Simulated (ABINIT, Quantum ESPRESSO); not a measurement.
This is a calculation of CuAu for Quantum ESPRESSO 7.5. 

The input pw.in:

```
&CONTROL
  calculation = 'scf'
  prefix = 'pwscf'
  outdir = './tmp'
  pseudo_dir = './pseudo'
  tprnfor = .true.
  tstress = .true.
  disk_io = 'low'
/
&SYSTEM
  ibrav = 0
  nat = 2
  ntyp = 2
  ecutwfc = 60
  ecutrho = 440
  nbnd = 22
  occupations = 'smearing'
  smearing = 'fd'
  degauss = 0.00367493
/
&ELECTRONS
  conv_thr = 4d-10
  electron_maxstep = 120
  mixing_beta = 0.5
/
ATOMIC_SPECIES
Au   196.9666 Au_ONCV_PBE-1.0.oncvpsp.upf
Cu    63.5460 Cu.paw.z_11.ld1.psl.v1.0.0-low.upf
CELL_PARAMETERS angstrom
   2.8107494552    0.0000000000    0.0000000000
   0.0000000000    2.8107494552    0.0000000000
   0.0000000000    0.0000000000    3.6850000000
ATOMIC_POSITIONS crystal
Au     0.0000000000    0.0000000000    0.0000000000
Cu     0.5000000000    0.5000000000    0.5000000000
K_POINTS automatic
9 9 7 0 0 0
```

File pp_density.in:

```
&INPUTPP
  prefix = 'pwscf'
  outdir = './tmp'
  filplot = 'density.dat'
  plot_num = 0
/
&PLOT
  nfile = 1
  filepp(1) = 'density.dat'
  iflag = 3
  output_format = 6
  fileout = 'density.cube'
/
```

pp_potential.in

```
&INPUTPP
  prefix = 'pwscf'
  outdir = './tmp'
  filplot = 'potential.dat'
  plot_num = 11
/
&PLOT
  nfile = 1
  filepp(1) = 'potential.dat'
  iflag = 3
  output_format = 6
  fileout = 'potential.cube'
/
```

Potentials or basis: SSSP 1.3 efficiency PBE.

Command:

```bash
$ OMP_NUM_THREADS=1 pw.x -in pw.in > pw.out
$ OMP_NUM_THREADS=1 pp.x -in pp_density.in > pp_density.out
$ OMP_NUM_THREADS=1 pp.x -in pp_potential.in > pp_potential.out
```

Q: Set up the same calculation for ABINIT 10.8.3 (patched build). Potentials or basis there: JTH PAW PBE v2.0, cutoff 707 eV.

A: As run (cutoffs and basis follow the program's own potentials, and thresholds, step limits or extra output files can differ):

run.abi

```
# Pseudopotentials
pp_dirpath "./"
pseudos "Au.GGA_PBE-JTH.xml, Cu.GGA_PBE-JTH.xml"

# Structure
structure "poscar:POSCAR"
natom 2

# Plane-wave basis
ecut 707.496042 eV
pawecutdg 48.0

# k points
kptopt 1
ngkpt 9 9 7
nshiftk 1
shiftk 0.0 0.0 0.0

# Exchange and correlation
ixc 11

# Bands and occupations
nband 19
occopt 3
tsmear 0.05 eV

# SCF cycle
nstep 100
tolvrs 1.0e-9

# Output
iomode 3
prtwf 0
prtden 0
prteig 0
prtebands 0
```

Contents of POSCAR:

```
CuAu
1.0
    2.8107494552      0.0000000000      0.0000000000
    0.0000000000      2.8107494552      0.0000000000
    0.0000000000      0.0000000000      3.6850000000
Au Cu
1 1
Direct
    0.0000000000      0.0000000000      0.0000000000  Au
    0.5000000000      0.5000000000      0.5000000000  Cu
```

Potentials or basis: JTH PAW PBE v2.0.

Run with:

```bash
$ abinit run.abi > log 2>&1
```

Both were run:

|  | Quantum ESPRESSO | ABINIT |
| --- | --- | --- |
| Pressure | 4.0 GPa | 4.7 GPa |

Pressure is positive in compression.
